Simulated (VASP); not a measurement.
Input of a VASP 6.6.1 run:

INCAR

```
SYSTEM = Ru
PREC = Accurate
ENCUT = 520
EDIFF = 1E-6
ISMEAR = -1
SIGMA = 0.1
LREAL = .False.
LASPH = .True.
NELM = 80
ALGO = Normal
ISIF = 2
LWAVE = .False.
LCHARG = .False.
GGA = RP
NBANDS = 13
```

KPOINTS

```
regular mesh
0
Gamma
  14 14 14
  0 0 0
```

POSCAR

```
Ru
1.0
    2.4573398839      0.0000000000      0.0000000000
    0.0000000000      2.4573398839      0.0000000000
    0.0000000000      0.0000000000      2.4573398839
Ru
1
Direct
    0.0000000000      0.0000000000      0.0000000000
```

Potentials or basis: VASP PAW PBE potentials, release 64 (Ru_pv).

Run with:

```bash
$ cat potpaw_PBE.64/Ru_pv/POTCAR > POTCAR
$ mpirun -np 1 vasp_std > vasp.out
```

Question: What does it give for the band gap on the k mesh?

Answer: None (metal or under the smearing width).

Question: Estimate the pressure.

Answer: 21.3 GPa.

Caveat: so large a pressure means that the cell lies far from this level's equilibrium, or that cutoff or potentials fall short; the potentials were made for another functional, which shifts forces and pressure.
